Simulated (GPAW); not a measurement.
PbS (Galena), 2 atoms in the cell. The structure is cubic, space group Fm-3m (No. 225). The conventional cell has a = 5.931 Å, b = 5.931 Å, c = 5.931 Å, α = 90.00°, β = 90.00°, γ = 90.00°. Pb (site symmetry m-3m) is surrounded by 6 S at 2.97 Å. Around S (site symmetry m-3m) lie 6 Pb at 2.97 Å. 

```yaml
Program: GPAW 26.7.0
Task: equation of state
Functional: optB88-vdW
Potentials_or_basis: GPAW PAW data sets (gpaw-data 1.2.1)
Cutoff: 600 eV
Basis: pw
k_mesh: 6 × 6 × 6
Occupations: fermi-dirac, width 0.05 eV
Spin: no spin polarisation
Maxiter: 150
older_calculator_legacy_gpaw: yes
Eos_scales: "[0.94, 0.96, 0.98, 1.0, 1.02, 1.04, 1.06]"
```

Potentials or basis: GPAW PAW data sets (gpaw-data 1.2.1), pw.

The run is started by

```console
$ OMP_NUM_THREADS=1 python run.py
```

Hardware: 1 thread of Arm Neoverse V2 (shared host).

Question: Estimate the wall time of this run.

Answer: Run time: 70 s on 1 thread of Arm Neoverse V2, on a shared host, peak memory 0.21 GiB. Counts: scf iterations 90.
